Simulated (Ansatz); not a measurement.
# A series in volume per atom on PbO₂

Equation of state of a cubic crystal from periodic Kohn-Sham density functional theory without spin; pressure corrected for the finite basis. The results are calculated, by Ansatz 0.2.0 development build.

Cell of the first row (space group Fm-3m, No. 225):
```
PbO2
1.0
      0.0000     2.6313     2.6313
      2.6313     0.0000     2.6313
      2.6313     2.6313     0.0000
Pb O
1 2
Direct
  0.00000 0.00000 0.00000
  0.25000 0.25000 0.25000
  0.75000 0.75000 0.75000
```

Settings of every row: formula PbO2; structure type fluorite; functional r2SCAN; spin treatment none; k mesh 11x11x11; occupation method fermi-dirac; occupation width 0.1 eV; wave cutoff 500 eV; datasets soft-1 PAW; density cutoff ratio 4.

Limits: a cubic model structure, not a phase known at ambient conditions; no spin-orbit coupling with 6p elements.

```csv
row,volume per atom (Å³),pressure (GPa),energy above lowest point (meV/atom)
1,12.146,5.8,7.09
2,12.542,0.119,0
3,12.938,?,?
4,13.334,-8.398,21.86
5,13.73,-11.534,46.62
```

Question: what pressure and energy above lowest point should row 3 give?

Worked fit of pressure. Take u = (V_r/V)^(2/3) − 1 with V_r = 12.938 Å³ an atom, which is twice the finite (Eulerian) strain; such expansions in the strain, on which the Birch-Murnaghan equation of state is built, carry the rest volume and the bulk modulus. The shown rows have u = 0.04301, 0.02094, -0.0199, -0.03884. Least squares give pressure = −4.562 + 208.47 × u + 750.99 × u² GPa; a straight line predicts inner rows, each left out in turn, worse (root mean square 0.73 against 0.036 GPa). The rows lie off it by 0.006, -0.014, 0.015, -0.008 (root mean square 0.011 GPa). The pressure vanishes at u = 0.0204, or V = 12.55 Å³ an atom, and there the bulk modulus at fixed shape and fractions is B = −V dP/dV = (2/3)(1 + u) dP/du = 163 GPa. The withheld row has u = 0, so the fit gives −4.562 + 208.47 × (0) + 750.99 × (0)² = -4.562 GPa.

The calculation gave -4.561 GPa. The fit lies 0.001 GPa (0.0058 % of the column's range) below it, one unit of the last digit.

Worked fit of energy above lowest point. Take u = (V_r/V)^(2/3) − 1 with V_r = 12.938 Å³ an atom, which is twice the finite (Eulerian) strain; such expansions in the strain, on which the Birch-Murnaghan equation of state is built, carry the rest volume and the bulk modulus. The shown rows have u = 0.04301, 0.02094, -0.0199, -0.03884. Least squares give energy above lowest point = 5.651 − 540.57 × u + 13303.7 × u² meV/atom; a straight line predicts inner rows, each left out in turn, worse (root mean square 13 against 0.44 meV/atom). The rows lie off it by 0.08, -0.16, 0.18, -0.10 (root mean square 0.14 meV/atom). Its lowest point lies at u = 0.0203, or V = 12.55 Å³ an atom, and the curvature there gives the bulk modulus at fixed shape and fractions, B = (4/9)(1 + u)² E″(u)/V = 157 GPa. The withheld row has u = 0, so the fit gives 5.651 − 540.57 × (0) + 13303.7 × (0)² = 5.65 meV/atom.

The calculation gave 5.69 meV/atom. The fit lies 0.04 meV/atom (0.086 % of the column's range) below it; its largest miss of a shown row is 0.18 meV/atom.
